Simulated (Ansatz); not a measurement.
# Mg: energy along a strain

Mg, Im-3m, a = 3.546 Å (as given, not relaxed at this level: 1.1 GPa). This isn't the element's structure at ambient conditions. Ansatz: PBE, PAW, 420 eV, Γ-centred 18×18×18 mesh on 1 atom, Gaussian smearing 0.15 eV; no spin polarisation. Cell vectors (Å): -1.773 1.773 1.773; 1.773 -1.773 1.773; 1.773 1.773 -1.773. The cell is strained by x per cent times the pattern (0 0 0 0 1 0) in the order xx yy zz yz xz xy (engineering shears), with fractional coordinates held. y is the free energy over the start, V0 = 22.285 Å³/atom. Symmetry makes y even in x.

```tsv
x (%)	y (meV/atom)
-6.00	8.94
-3.00	?
0.00	0.00
1.50	0.63
2.25	1.41
3.75	3.77
4.50	5.29
5.25	7.02
```

Problem. Fit y = c2 x² + c4 x⁴ to the other rows, get the stiffness along the pattern, and predict the missing energy.

Solution. Least squares on the rows shown. y = 0.2794 x² − 0.0008709 x⁴. The clamped-ion stiffness p·C·p = 2 × 2.794 eV × 160.2 / 22.285 Å³ = 40 GPa, which is C55 in these axes (C44 of the cubic crystal) (second derivative at the start, which stands under stress). At x = -3.00 the fit asked for gives 2.44 meV/atom. The run gave 2.46 meV/atom, so the fit is 0.02 meV/atom too low, within twice the rms miss on the fitted rows (0.01 meV/atom).